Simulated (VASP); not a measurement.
Input of a VASP 6.6.1 run:

File INCAR:

```
  PREC = Accurate
  ENCUT = 520
  EDIFF = 1E-7
  ISMEAR = 0
  SIGMA = 0.1
  LREAL = F
  LASPH = T
  NELM = 60
  ALGO = Normal
  ISIF = 2
  LWAVE = F
  LCHARG = F
  GGA = PS
```

KPOINTS

```
Automatic mesh
0
Gamma
  18 18 10
```

File POSCAR:

```
Nb
1.0
    2.9416827500      0.0000000000      0.0000000000
   -1.4708413800      2.5475719900      0.0000000000
    0.0000000000      0.0000000000      4.8037679400
Nb
2
Direct
    0.3333333300      0.6666666700      0.2500000000
    0.6666666700      0.3333333300      0.7500000000
```

Potentials or basis: VASP PAW PBE potentials, release 64 (Nb_sv).

The run is started by

```bash
$ cat potpaw_PBE.64/Nb_sv/POTCAR > POTCAR
$ mpirun -np 1 vasp_std > vasp.out
```

Question: What does it give for the pressure?

Answer: -0.1 GPa.

Question: What does it give for the band gap on the k mesh?

Answer: None (metal or under the smearing width).

Stress tensor (GPa, compression positive):
```
-3.04  0.00  0.00
 0.00 -3.04  0.00
 0.00  0.00  5.89
```

Caveat: the PAW data sets were made with another functional, which shifts forces and pressure a little.
